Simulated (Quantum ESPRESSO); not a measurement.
# AlN [001], wurtzite: the electronic dielectric constant against strain along c

How does ε∞, from linear response (ph.x, fixed occupations, ions clamped), follow the strain along c?

Calculated with Quantum ESPRESSO 7.5, PBEsol, GBRV 1.5 ultrasoft potentials, cutoff 680 eV, Fermi–Dirac smearing 0.02 eV, k-mesh 10×10×6, no spin polarisation, no spin-orbit coupling.

```csv
strain along c (%),V (Å³/atom),ε_xx,ε_yy,ε_zz,mean,gap (eV)
−3,10.304,4.482,4.482,4.695,4.553,3.996
−2,10.358,4.488,4.488,4.701,4.559,4.034
−1,10.415,4.496,4.496,4.713,4.568,4.062
0,10.475,4.505,4.505,4.733,4.581,4.079
1,10.538,4.515,4.515,4.759,4.596,4.087
3,10.671,4.539,4.539,4.831,4.637,3.978
```

**Question.** Give the mean ε∞ and the long-wavelength refractive index at x = 2, a row left out above (x is the first column).

Least squares with ε = e0 + e1 x + e2 x² gives e0 = 4.5806, e1 = 0.014 and e2 = 0.001595. At x = 2 this is 4.615, so n = √ε = 2.148 as an average over directions. The run itself gives 4.615, so the estimate misses by 0.000, a rounding's worth.

Along the table the mean ε∞ doesn't follow the smallest gap simply. Semilocal functionals tend to give ε∞ too large, the k-mesh wasn't converged for it (a zone-centred mesh of this size overestimates it where the gap is small), and polar lattice vibrations add to the static constant, which isn't calculated here.

[Logs are printed without paths, hosts, clocks, repeated set-up lines and the standing remarks that a program may print on its own settings, such as how far it seeks lower states.]
